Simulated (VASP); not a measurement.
# KCl (strained CsCl), PBE single-point calculation: VASP's output and Ansatz's

POSCAR

```
K  Cl
 1.0000000000000000
     3.6455887835000000    0.0000000000000000    0.0000000000000000
     0.0000000000000000    3.6455887835000000    0.0000000000000000
     0.0000000000000000    0.0000000000000000    3.6455887835000000
 K   Cl
   1   1
Cartesian
  0.0000000000000000  0.0000000000000000  0.0000000000000000
  1.8227943917500000  1.8227943917500000  1.8227943917500000
```

VASP ran with the recommended PBE PAW datasets (16 valence electrons in the cell).

From OUTCAR

```
k-points           NKPTS =     35   k-points in BZ     NKDIM =     35   number of bands    NBANDS=     15

   NELECT =      16.0000    total number of electrons

   dimension x,y,z NGX =    28 NGY =   28 NGZ =   28
   dimension x,y,z NGXF=    56 NGYF=   56 NGZF=   56

  energy-cutoff  :      520.00
  volume of cell :       48.45
      direct lattice vectors                 reciprocal lattice vectors
     3.645588784  0.000000000  0.000000000     0.274304114  0.000000000  0.000000000
     0.000000000  3.645588784  0.000000000     0.000000000  0.274304114  0.000000000
     0.000000000  0.000000000  3.645588784     0.000000000  0.000000000  0.274304114

 k-points in reciprocal lattice and weights: KPOINTS created by Atomic Simulation Env
   0.00000000  0.00000000  0.00000000       0.002
   0.12500000  0.00000000  0.00000000       0.012
   0.25000000  0.00000000  0.00000000       0.012
   0.37500000  0.00000000  0.00000000       0.012
   0.50000000  0.00000000  0.00000000       0.006
   0.12500000  0.12500000  0.00000000       0.023
   0.25000000  0.12500000  0.00000000       0.047
   0.37500000  0.12500000  0.00000000       0.047
   ...

 E-fermi :   0.5313

 k-point     1 :       0.0000    0.0000    0.0000
  band No.  band energies     occupation
      1     -27.8186      2.00000
      2     -12.8836      2.00000
      3     -11.1675      2.00000
      4     -11.1675      2.00000
      5     -11.1675      2.00000
      6      -0.2208      2.00000
      7      -0.2208      2.00000
      8      -0.2208      2.00000
      9       5.5385      0.00000
     10       6.3953      0.00000
     11       6.3953      0.00000
     12      11.0508      0.00000
     13      11.0508      0.00000
     14      11.0508      0.00000
     15      14.2301      0.00000

 k-point     2 :       0.1250    0.0000    0.0000
  band No.  band energies     occupation
      1     -27.8132      2.00000
      2     -12.9163      2.00000
      3     -11.1597      2.00000
      4     -11.1597      2.00000
      5     -11.1441      2.00000
      6      -0.5927      2.00000
      7      -0.2289      2.00000
      8      -0.2289      2.00000
      9       5.9455      0.00000
     10       6.5402      0.00000
     11       6.8132      0.00000
     12      10.9941      0.00000
     13      10.9941      0.00000
     14      11.1403      0.00000
     15      13.5470      0.00000

 k-point     3 :       0.2500    0.0000    0.0000
  band No.  band energies     occupation
      1     -27.8001      2.00000
      2     -12.9981      2.00000
      3     -11.1406      2.00000
      4     -11.1406      2.00000
      5     -11.0793      2.00000
      6      -1.3382      2.00000
      7      -0.2495      2.00000
      8      -0.2495      2.00000
      9       6.8535      0.00000
     10       6.9599      0.00000
     11       7.8526      0.00000
     12      10.9226      0.00000
     13      10.9226      0.00000
     14      11.3798      0.00000
     15      12.1710      0.00000

 k-point     4 :       0.3750    0.0000    0.0000
  band No.  band energies     occupation
      1     -27.7869      2.00000
      2     -13.0831      2.00000
      3     -11.1214      2.00000
      4     -11.1214      2.00000
      5     -11.0032      2.00000
      6      -1.9585      2.00000
      7      -0.2715      2.00000
      8      -0.2715      2.00000
      9       7.5743      0.00000
     10       7.9122      0.00000
     11       8.8384      0.00000
     12      10.8412      0.00000
     13      10.9728      0.00000
     14      10.9728      0.00000
     15      11.6652      0.00000

 k-point     5 :       0.5000    0.0000    0.0000
  band No.  band energies     occupation
      1     -27.7814      2.00000
      2     -13.1190      2.00000
      3     -11.1133      2.00000
      4     -11.1133      2.00000
      5     -10.9685      2.00000
      6      -2.1919      2.00000
      7      -0.2809      2.00000
      8      -0.2809      2.00000
      9       7.9860      0.00000
     10       8.5253      0.00000
     11       9.1476      0.00000
     12      10.1748      0.00000
     13      11.0577      0.00000
     14      11.0577      0.00000
     15      11.8031      0.00000

 k-point     6 :       0.1250    0.1250    0.0000
  band No.  band energies     occupation
      1     -27.8079      2.00000
      2     -12.9307      2.00000
      3     -11.2213      2.00000
      4     -11.1521      2.00000
      5     -11.0764      2.00000
      6      -0.6822      2.00000
      7      -0.4632      2.00000
      8      -0.2300      2.00000
      9       6.2970      0.00000
     10       6.8076      0.00000
     11       7.0671      0.00000
     12      10.6731      0.00000
     13      10.8786      0.00000
     14      11.4451      0.00000
     15      13.5899      0.00000

 ...

  Total        1.2597381      1.2597381      1.2597381      0.0000000      0.0000000      0.0000000
  in kB       41.6569810     41.6569810     41.6569810      0.0000000      0.0000000      0.0000000
  external PRESSURE =      41.6569810 kB  Pullay stress =       0.0000000 kB

 POSITION                                       TOTAL-FORCE (eV/Angst)
 -----------------------------------------------------------------------------------
      0.00000      0.00000      0.00000         0.000000      0.000000      0.000000
      1.82279      1.82279      1.82279         0.000000      0.000000      0.000000
 -----------------------------------------------------------------------------------
    total drift:                               -0.000000      0.000000      0.000000

  FREE ENERGIE OF THE ION-ELECTRON SYSTEM (eV)
  ---------------------------------------------------
  free  energy   TOTEN  =        -6.5627654589 eV

  energy  without entropy=       -6.5627654589  energy(sigma->0) =       -6.56276546
```

The two codes use different PAW datasets and cutoffs. VASP's cell holds 16 valence electrons and Ansatz's 16. Ansatz's stress includes a Pulay correction; VASP's doesn't.

Task: What does Ansatz give for the same cell and level of theory?

Result: gap between bands v and c 5.53 eV; least direct gap 5.76 eV; pressure 4.1 GPa.

Ansatz printed

```
SCF 1 converged in 6 iterations: F = -2620.981820 eV  dr2 = 4.04e-9
  greatest PAW one-centre occupation: 0.988 electrons in one spin orbital (limit 2), on the K atom at site 0 (counted from 0), in its partial waves of l = 0
NSCF: frozen V_eff on 4 k-points
SCF converged after 6 iterations
Free energy (F): -2620.981820 eV
Harris-Foulkes:  -2620.981820 eV  (|F-HF|=2.16e-9)
Internal energy: -2620.981820 eV  (E = F + TS)
E sigma→0 (E₀):  -2620.981820 eV
Fermi energy:    6.256496 eV
--- Per-component energies (eV) ---
  E_band       = -98.894213
  E_kinetic    = 417.874782
  E_local      = -690.693942  (includes V_loc(G=0)·N_el)
  E_nonlocal   = 41.196735
  E_hartree    = 223.846283
  E_xc         = -243.953311
  E_vxc        = -289.128392  (∫ρ·V_xc dr)
  E_paw        = -1441.242285  (= ΣΔE_a)
  E_vpaw       = -25.835001  (= ΣTr[D̂ρ^β])
  E_aug_tail   = 0.000085  (compensation charges beyond the density's cutoff)
  E_ewald      = -928.010168
  E_smearing   = -0.000000  (= −TS)
  E_closure    = 0.000000  (closes the sum)
  Σ components = -2620.981820   (vs F -2620.981820, Δ=0.00e0)
--- Forces (eV/Å), atoms counted from 1 ---
  atom   1  K     -0.00000000    -0.00000000    -0.00000000
  atom   2  Cl     0.00000000     0.00000000     0.00000000
  max |Σ_I F_I| component: 2.66e-30 eV/Å
--- Stress (GPa, compression-positive) ---
        4.103815       0.000000       0.000000
       -0.000000       4.103815       0.000000
        0.000000      -0.000000       4.103815
  P = ⅓ Tr σ = 4.1038 GPa (41.038 kbar)
--- Band table (eV; the first three rows and the last of 35) ---
  k-point 0: bands = ["-24.3469", "-9.4159", "-7.6959", "-7.6959", "-7.6959", "3.2464", "3.2464", "3.2464", "9.0074", "9.8516", "9.8516", "14.4199"]
  k-point 1: bands = ["-24.3414", "-9.4484", "-7.6880", "-7.6880", "-7.6727", "2.8746", "3.2381", "3.2381", "9.4138", "9.9962", "10.2685", "14.3680"]
  k-point 2: bands = ["-24.3283", "-9.5300", "-7.6689", "-7.6689", "-7.6082", "2.1294", "3.2173", "3.2173", "10.3183", "10.4155", "11.3062", "14.3059"]
  k-point 34: bands = ["-24.2449", "-8.8228", "-7.9561", "-7.9561", "-7.9561", "1.7582", "1.7582", "1.7582", "12.7406", "12.7406", "12.7406", "14.0249"]
```
